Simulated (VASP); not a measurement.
Crystal: PbO (Litharge).

```
Pb O
1.0
     3.99000    0.00000    0.00000
     0.00000    3.99000    0.00000
     0.00000    0.00000    5.01000
Pb O
2 2
Direct
  0.50000 0.00000 0.76000
  0.00000 0.50000 0.24000
  0.50000 0.50000 0.00000
  0.00000 0.00000 0.00000
```

Base run:

```yaml
Program: VASP 6.6.1
Functional: PBE
Potentials_or_basis: VASP PAW PBE potentials, release 64 (Pb_d, O)
Cutoff: 520 eV
k_mesh: 7 × 7 × 6
Occupations: fermi-dirac, width 0.05 eV
Spin: no spin polarisation
```

Its results: band gap on the k mesh 1.42 eV, indirect (least direct gap 2.37 eV); pressure 3.0 GPa; largest force 0.029 eV/Å.

Task: The run is repeated on the same cell with these changes: functional from PBE to PBEsol. What comes out?

Result: Band gap on the k mesh 1.37 eV, indirect (least direct gap 2.29 eV); pressure -0.8 GPa; largest force 0.288 eV/Å.

PBEsol binds more tightly than PBE, so the same cell stands under less pressure.

Caveats: spin-orbit coupling is left out, which as a rule narrows the gap of such compounds by several tenths of an eV; an odd mesh through Γ misses points on the zone boundary, where band edges often lie; the PAW data sets were made with another functional, which shifts forces and pressure a little (some runs).

Not every run made on this cell is shown here.
